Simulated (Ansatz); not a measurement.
Ge: comparing deformations

All numbers below come from Ansatz, DFT PBEsol, scalar-relativistic, plane waves, PAW. Settings: plane waves to 420 eV, k-mesh 12×12×8 (Γ-centred), Gaussian smearing 0.15 eV. No spin polarisation. Energies are free energies at this smearing, counted from the undisturbed cell; pressure is positive in compression.

Reference structure (relaxed at this level; this form isn't the usual structure):

```yaml
crystal:
  lattice:
    - [3.99697, 0.00000, 0.00000]
    - [-1.99848, 3.46148, 0.00000]
    - [0.00000, 0.00000, 6.59637]
  atoms:
    - { symbol: Ge, position: [0.66667, 0.33333, 0.06291] }
    - { symbol: Ge, position: [0.33333, 0.66667, 0.56291] }
    - { symbol: Ge, position: [0.66667, 0.33333, 0.43709] }
    - { symbol: Ge, position: [0.33333, 0.66667, 0.93709] }
```

The cell is strained by ε times a Voigt pattern (xx, yy, zz, yz, xz, xy; engineering shear) with fractional coordinates fixed. τ = (1/V0) dE/dε comes from the stress tensor. Of each scan, only the three points used here are listed.

```
           pattern        ε  τ (GPa)
(1, 1, 0, 0, 0, 0)  -0.0150    -6.18
(1, 1, 0, 0, 0, 0)   0.0000    -0.01
(1, 1, 0, 0, 0, 0)   0.0150     5.37
(0, 0, 1, 0, 0, 0)  -0.0150    -2.96
(0, 0, 1, 0, 0, 0)   0.0000     0.03
(0, 0, 1, 0, 0, 0)   0.0150     2.59
(0, 1, 0, 0, 0, 0)  -0.0050    -0.84
(0, 1, 0, 0, 0, 0)   0.0000     0.00
(0, 1, 0, 0, 0, 0)   0.0050     0.80
(1, 0, 0, 0, 0, 0)  -0.0150    -2.61
(1, 0, 0, 0, 0, 0)   0.0000     0.00
(1, 0, 0, 0, 0, 0)   0.0150     2.32
```

**Question.** Which constants do the scans give, and which deformation costs least for the same size of strain tensor?

**Answer.** The slope dτ/dε at zero (parabola through three points) is pᵀCp: (1, 1, 0, 0, 0, 0) gives C11 + C22 + 2 C12 = 385 GPa; (0, 0, 1, 0, 0, 0) gives C33 = 185 GPa; (0, 1, 0, 0, 0, 0) gives C22 = 164 GPa; (1, 0, 0, 0, 0, 0) gives C11 = 164 GPa. The size of the strain tensor, ε:ε, is ε² times 2.0, 1.0, 1.0, 1.0. Per unit of it the stiffnesses are 193, 185, 164, 164 GPa, so (0, 1, 0, 0, 0, 0) is the softest of these, level with (1, 0, 0, 0, 0, 0): at ε:ε = (1 %)² the quadratic term costs 1.17 meV/atom against 1.37 for the stiffest. These are clamped-ion values.

Forces appear on the atoms along this scan, and letting them relax would lower the energy and soften the response. In a metal these slopes depend on the k mesh and the smearing.